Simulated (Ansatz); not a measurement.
Cu2O (started from an entry of an open crystallographic database) at its r2SCAN geometry, run in Ansatz at 2 levels of theory. (Simulation; spin polarisation is off.)

The HSE06 input:
```yaml
crystal:
  lattice:
    - [4.2460810752, 0.0, 0.0]
    - [0.0, 4.2460810752, 0.0]
    - [0.0, 0.0, 4.2460810752]
  atoms:
    - { symbol: Cu, position: [0.25, 0.25, 0.25] }
    - { symbol: Cu, position: [0.25, 0.75, 0.75] }
    - { symbol: Cu, position: [0.75, 0.75, 0.25] }
    - { symbol: Cu, position: [0.75, 0.25, 0.75] }
    - { symbol: O, position: [0.0, 0.0, 0.0] }
    - { symbol: O, position: [0.5, 0.5, 0.5] }
kpoints:
  mp_grid: { grid: [4, 4, 4] }
  band_path:
    path: [[0.0, 0.0, 0.0], [0.0, 0.5, 0.0], [0.5, 0.5, 0.0], [0.5, 0.5, 0.5]]
    npoints: 1
hamiltonian:
  xc: hse06
scf:
  occupations: { method: fixed }
  n_extra_bands: 5
output:
  forces: true
  stress: true
  eigenvalues: true
```

Main results, then, where recorded, the levels near the gap in eV from the Fermi energy (columns number the bands from 0), one row a point of the path (Γ, X, M, R):
```
Crystal: 6 atoms, lattice volume = 76.553 Å³
Symmetry: 48 space group operations
Space group: Pn-3m (ITA 224)
```
```
Basis set: ecut = 420 eV, 1503 PW (Γ)
Bands: 49, of which v1, the nominal top of the filled ones, is band 44 counted from 1 (43 counted from 0)
k-points: 10 of 64
Exchange kernel: α = 0.2500, screened, ω = 0.2079 Å⁻¹, Wigner–Seitz truncation, v(0) = 1039.3651 eV·Å³, q-mesh 4×4×4
hybrid outer 1: dexx = +7.167e-2 eV, tail = 3.89e-4 eV
hybrid outer 2: dexx = +5.218e-6 eV, tail = 2.73e-7 eV, Δε = 8.34e-3 eV
hybrid outer 3: dexx = +7.141e-9 eV, tail = 7.26e-9 eV, Δε = 1.85e-4 eV, ΔF = 2.89e-18 eV/Å
Free energy (F): -27628.999253 eV
Fermi energy:    10.125941 eV
--- Stress (GPa, compression-positive) ---
        3.094628       0.000000       0.000000
        0.000000       3.094628       0.000000
        0.000000       0.000000       3.094628
  P = ⅓ Tr σ = 3.0946 GPa (30.946 kbar)
```
```tsv
band_40	band_41	band_42	band_43	band_44	band_45	band_46
-2.287	0.000	0.000	0.000	2.033	2.453	2.453
-1.756	-1.756	-0.329	-0.329	3.840	3.840	5.632
-1.781	-1.781	-0.709	-0.709	3.367	3.367	5.513
-0.924	-0.780	-0.780	-0.780	3.805	3.805	3.805
```

The HSE06 gap is direct at Γ: 2.03 eV.

**Question.** In the first input these blocks are replaced (the band path and keys that only write files left aside):
```yaml
hamiltonian:
  xc: pbe0
```
What comes out?

**Answer.**
```
Basis set: ecut = 420 eV, 1503 PW (Γ)
Bands: 49, of which v1, the nominal top of the filled ones, is band 44 counted from 1 (43 counted from 0)
k-points: 10 of 64
Exchange kernel: α = 0.2500, full range, Wigner–Seitz truncation, v(0) = 9886.4283 eV·Å³, q-mesh 4×4×4
hybrid outer 1: dexx = +1.035e-1 eV, tail = 5.18e-4 eV
hybrid outer 2: dexx = +1.864e-5 eV, tail = 3.78e-7 eV, Δε = 7.70e-3 eV
hybrid outer 3: dexx = +8.796e-9 eV, tail = 7.71e-9 eV, Δε = 2.50e-4 eV, ΔF = 2.02e-18 eV/Å
Free energy (F): -27629.604444 eV
Fermi energy:    9.747048 eV
--- Stress (GPa, compression-positive) ---
        2.992529       0.000000       0.000000
        0.000000       2.992529       0.000000
        0.000000       0.000000       2.992529
  P = ⅓ Tr σ = 2.9925 GPa (29.925 kbar)
```
```tsv
band_40	band_41	band_42	band_43	band_44	band_45	band_46
-2.318	0.000	0.000	0.000	2.785	3.133	3.133
-1.785	-1.785	-0.344	-0.344	4.598	4.598	6.364
-1.813	-1.813	-0.731	-0.731	4.093	4.093	6.274
-0.951	-0.797	-0.797	-0.797	4.520	4.520	4.520
```
With PBE0 the gap is 2.79 eV and direct, at Γ. The mean pressure is +3.0 GPa (compression positive), so PBE0 would enlarge the cell's volume. (The program warns that its thresholds are loose for a hybrid's stress.)

Totals of different functionals can't be compared.

The meshes of the hybrids are coarse, so their gaps aren't converged to the digits shown.
